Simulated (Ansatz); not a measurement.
**BaO (rocksalt): zero-pressure volume and bulk modulus with r²SCAN**

An exercise on one series of results from a longer session: the logs are not shown, and one member is left open.

Computed with Ansatz 0.2.0 (DFT r²SCAN, scalar-relativistic, plane waves, PAW, unless a step's input says otherwise).

## Starting point

Symmetry: Fm-3m, No. 225, cubic system. Conventional cell: a = 5.500 Å, b = 5.500 Å, c = 5.500 Å, α = 90.00°, β = 90.00°, γ = 90.00°. Ba (site symmetry m-3m) is surrounded by 6 O at 2.75 Å. Around O (site symmetry m-3m) lie 6 Ba at 2.75 Å.

Structure file:

```
Ba O
1.0
     0.00000    2.75000    2.75000
     2.75000    0.00000    2.75000
     2.75000    2.75000    0.00000
Ba O
1 1
Direct
  0.50000 0.50000 0.50000
  0.00000 0.00000 0.00000
```

At PBE, an earlier run found 3.02 GPa for this cell of 20.797 Å³/atom (8×8×8 mesh), gap on the mesh 1.97 eV. The cell is compressed at this level.

The first run:

input.yaml reads:

```yaml
crystal:
  lattice:
    - [0.0, 2.7500011019, 2.7500011019]
    - [2.7500011019, 0.0, 2.7500011019]
    - [2.7500011019, 2.7500011019, 0.0]
  atoms:
    - { symbol: Ba, position: [0.5, 0.5, 0.5] }
    - { symbol: O, position: [0.0, 0.0, 0.0] }
basis:
  ecutwfc: 500
  ecutrho_ratio: 4
kpoints:
  mp_grid: { grid: [8, 8, 8] }
hamiltonian:
  xc: r2scan
scf:
  occupations: { method: gaussian, width: 0.05 }
output:
  forces: true
  stress: true
  eigenvalues: true
```

Run with:

```console
$ ansatz run input.yaml --threads 4 --pin off --max-ram 8192MiB --backend cpu --events-out ev --progress --plain --runs-dir out
```

Among the steps run: At the given cell; Stepping to 21.062 Å³/atom; Stepping to 21.300 Å³/atom; Volume × 0.98 of the new zero; Volume × 1.02 of the new zero; Volume × 0.96 of the new zero; Volume × 1.04 of the new zero.

One table of the session follows, with a row left open; its other results are not shown here.

It belongs to the step «Energy and pressure against volume». 

| volume (Å³/atom) | energy (meV/atom) | pressure (GPa) |
| --- | --- | --- |
| 20.448 | 8.69 | 3.40 |
| 20.874 | 2.09 | 1.60 |
| 21.300 | 0.00 | 0.00 |
| 21.726 | ? | ? |
| 22.152 | 7.50 | -2.72 |

Estimate the missing values for volume (Å³/atom) = 21.726.

Worked estimate for «energy (meV/atom)». A straight line through the neighbours (21.300, 0.00) and (22.152, 7.50) gives 0.00 + (7.50 − 0.00) × (21.726 − 21.300) / (22.152 − 21.300) = 3.75; a parabola fitted to 3 rows on both sides gives 1.80.

As computed: energy (meV/atom): 1.95; pressure (GPa): -1.44. In «energy (meV/atom)» the line misses by +1.80 and the parabola by -0.15.
